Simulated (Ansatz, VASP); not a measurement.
# AlGa2N2 in VASP and in Ansatz

```
CELL_PARAMETERS angstrom
5.73574 0.00000 0.00000
-2.86787 4.96730 0.00000
0.00000 0.00000 3.47933
ATOMIC_POSITIONS crystal
Al 0.00000 0.00000 0.00000
Ga 0.33333 0.66667 0.00000
Ga 0.66667 0.33333 0.00000
N 0.33333 0.66667 0.50000
N 0.66667 0.33333 0.50000
```

Alike in both runs: functional PBE; k mesh 9 × 9 × 12; occupations gaussian, width 0.1 eV; no spin polarisation.

Ansatz relaxed the structure, and its values are those at the end. VASP's run is a single point on that final structure, the one shown.

|  | VASP | Ansatz |
| --- | --- | --- |
| version | VASP 6.6.1 | Ansatz 0.2.0 |
| potentials or method | VASP PAW PBE potentials, release 64 (Al, Ga_d, N) | scalar-relativistic, plane waves, PAW |
| plane-wave cutoff (eV) | 520 | 420 |
| valence electrons in the cell | 39 | 39 |

|  | VASP | Ansatz | Ansatz less VASP |
| --- | --- | --- | --- |
| gap on the k mesh at the Fermi level (eV) | none | none | - |
| pressure (GPa) | -0.3 | 0.0 | +0.33 |

A gap of «none» marks a metal or a gap that the smearing closes. With one functional, cell and mesh, what is left measures potentials, basis and numerics.
